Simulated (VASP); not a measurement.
Wanted: the native input for a VASP 6.6.1 run.

| Property | Result |
| --- | --- |
| Task | relaxation of cell and atoms |
| Functional | PBEsol |
| Potentials or basis | VASP PAW PBE potentials, release 64 (Sn_d) |
| Cutoff | 600 eV |
| k mesh | 10 × 10 × 10 |
| Occupations | gaussian, width 0.03 eV |
| Spin | no spin polarisation |
| Further INCAR settings | ALGO = Normal; EDIFF = 1e-06; IBRION = 2; EDIFFG = -0.01; NSW = 90; ISIF = 3 |

The structure of Sn lies in POSCAR:

```
Sn
1.0
    0.0000000000      3.2333428000      3.2333428000
    3.2333428000      0.0000000000      3.2333428000
    3.2333428000      3.2333428000      0.0000000000
Sn
2
Direct
    0.0000000000      0.0000000000      0.0000000000
    0.2500000000      0.2500000000      0.2500000000
```

This isn't the form of Sn at room conditions, which is tetragonal (white tin).

These files were run (other wordings do the same):

INCAR

```
SYSTEM = Sn
ALGO = Normal ; EDIFF = 1E-6
EDIFFG = -0.01 ; ENCUT = 600
GGA = PS ; IBRION = 2
ISIF = 3 ; ISMEAR = 0
KPAR = 8 ; LASPH = .True.
LCHARG = .False. ; LREAL = .False.
LWAVE = .False. ; NELM = 80
NSW = 90 ; PREC = Accurate
SIGMA = 0.03
```

KPOINTS

```
k-points
0
Gamma
  10 10 10
  0 0 0
```

Potentials or basis: VASP PAW PBE potentials, release 64 (Sn_d).

The run is started by

```sh
$ cat potpaw_PBE.64/Sn_d/POTCAR > POTCAR
$ mpirun -np 8 vasp_std > vasp.out
```

It gave:

* Relaxed volume: 34.92 Å³/atom
* Relaxed cell: a = 4.622 Å, b = 4.622 Å, c = 4.622 Å, α = 60.00°, β = 60.00°, γ = 60.00°
* Space group after relaxing (to 0.05 Å): Fd-3m (No. 227)
* Energy gained by relaxing: 4.9 meV/atom
* Ionic steps: 3
* Pressure after relaxing: 0.0 GPa
* Band gap on the k mesh: none (metal or under the smearing width)

Caveat: the PAW data sets were made with another functional, which shifts forces and pressure a little.

Run time: 20 s on 8 MPI ranks on Intel(R) Xeon(R) 6975P-C (Granite Rapids), with other jobs on the host, peak memory 0.3 GiB a rank.
